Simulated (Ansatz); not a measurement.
# MnS (Cmc2_1): equation of state

An exercise on one series of results from a longer session: the logs are not shown, and one member is left open.

The COD entry's cell or inner coordinates are ideal or old and differ from later refinements, so a difference from it is no clean test against experiment.

Program: Ansatz 0.2.0. Level of theory: DFT PBE+U (U_eff = 3.9 eV on Mn 3d), scalar-relativistic, plane waves, PAW. These are calculated values, not measurements.

These runs use a low cutoff (300 eV) and a coarse mesh on purpose, to show what cheap settings give: their numbers aren't properties of the material.

## The structure to begin with

The structure is orthorhombic, space group Cmc2_1 (No. 36). Conventional cell: a = 4.056 Å, b = 6.979 Å, c = 6.568 Å, α = 90.00°, β = 90.00°, γ = 90.00°. Mn (site symmetry m) has 4 S at 2.47 Å as nearest neighbours. S (site symmetry m) is surrounded by 4 Mn at 2.47 Å.

Structure file:

```
Mn S
1.0
    -4.05564    0.00000    0.00000
     0.00000    0.00000   -6.56836
     0.00000   -6.97925    0.00000
Mn S
4 4
Cartesian
  0.0000 2.3115 0.0275
  2.0278 1.1782 3.3117
  -2.0278 -1.1782 0.0275
  0.0000 -2.3115 3.3117
  0.0000 2.3371 2.5013
  2.0278 1.1525 5.7855
  -2.0278 -1.1525 2.5013
  0.0000 -2.3371 5.7855
```

An earlier run at PBE+U (U_eff = 3.9 eV on Mn 3d) left this cell at 23.240 Å³/atom and -0.03 GPa (4×2×2 mesh). The large moments point both ways and cancel.

Volume factors to run: 0.980, 1.020, 0.960, 1.040.

The first run:

File input.yaml:

```yaml
crystal:
  lattice:
    - [-4.0284206954, 0.0, 0.0]
    - [0.0, 0.0, -6.5242745356]
    - [0.0, -6.9324082204, 0.0]
  atoms:
    - { symbol: Mn, position: [0.0, -0.004192595, -0.3311916689], spin: 4.78 }
    - { symbol: Mn, position: [-0.5, -0.5041925976, -0.1688083328], spin: -4.78 }
    - { symbol: S, position: [0.0, -0.3808074029, -0.3348618841] }
    - { symbol: S, position: [-0.5, -0.8808074045, -0.1651381106] }
    - { symbol: Mn, position: [0.5, -0.0041925976, 0.1688083328], spin: -4.78 }
    - { symbol: Mn, position: [0.0, -0.504192595, 0.3311916689], spin: 4.78 }
    - { symbol: S, position: [0.5, -0.3808074045, 0.1651381106] }
    - { symbol: S, position: [0.0, -0.8808074029, 0.3348618841] }
basis:
  ecutwfc: 300
  ecutrho_ratio: 4
kpoints:
  mp_grid: { grid: [4, 2, 2] }
hamiltonian:
  xc: pbe
  hubbard:
    sites:
      - { species: Mn, l: d, u_eff: 3.9, starting_ns: start.occupation_matrices }
    ns_hold: { iters: 6 }
scf:
  occupations: { method: gaussian, width: 0.05 }
  lower_state_search: "off"
output:
  forces: true
  stress: true
  eigenvalues: true
  populations: true
magnetization:
  spin_polarized: true
relax:
  f_tol: 0.01
  max_steps: 40
  cell: { stress_tol: 0.1, fix: [volume] }
```

The open shells start from the occupation matrices of the run at the neighbouring geometry (file start.occupation_matrices).

The run is started by

```
> ansatz run input.yaml --threads 1 --pin off --max-ram 2560MiB --backend cpu --events-out ev --progress --plain --runs-dir out
```

Steps of the session up to this table: Volume × 0.980; At 1.020 of the relaxed volume; At 0.960 of the relaxed volume; Scaling the volume by 1.040.

One table of the session follows, with a row left open; its other results are not shown here.

It belongs to the step «Energy and pressure against volume». 

```
volume (Å³/atom)  energy (meV/atom)  pressure (GPa)  gap (eV)  moment of atom 1 (μB)
          22.310               7.49            2.39      2.85                   4.30
          22.775               1.34            1.11      2.78                   4.32
          23.240               0.00           -0.03      2.72                   4.35
          23.705                  ?               ?         ?                      ?
          24.170               7.73           -2.06      2.60                   4.39
```

Q: Estimate the row for volume (Å³/atom) = 23.705 from the others.

Worked estimate for «energy (meV/atom)». A straight line through the neighbours (23.240, 0.00) and (24.170, 7.73) gives 0.00 + (7.73 − 0.00) × (23.705 − 23.240) / (24.170 − 23.240) = 3.86; a parabola fitted to 3 rows on both sides gives 2.13.

The run gave: energy (meV/atom): 1.10; pressure (GPa): -1.10; gap (eV): 2.66; moment of atom 1 (μB): 4.37. In «energy (meV/atom)» the line misses by +2.76 and the parabola by +1.03.

To keep in mind: Warnings in the runs' records: cutoff below recommended, anti translation declined, stability check not made.
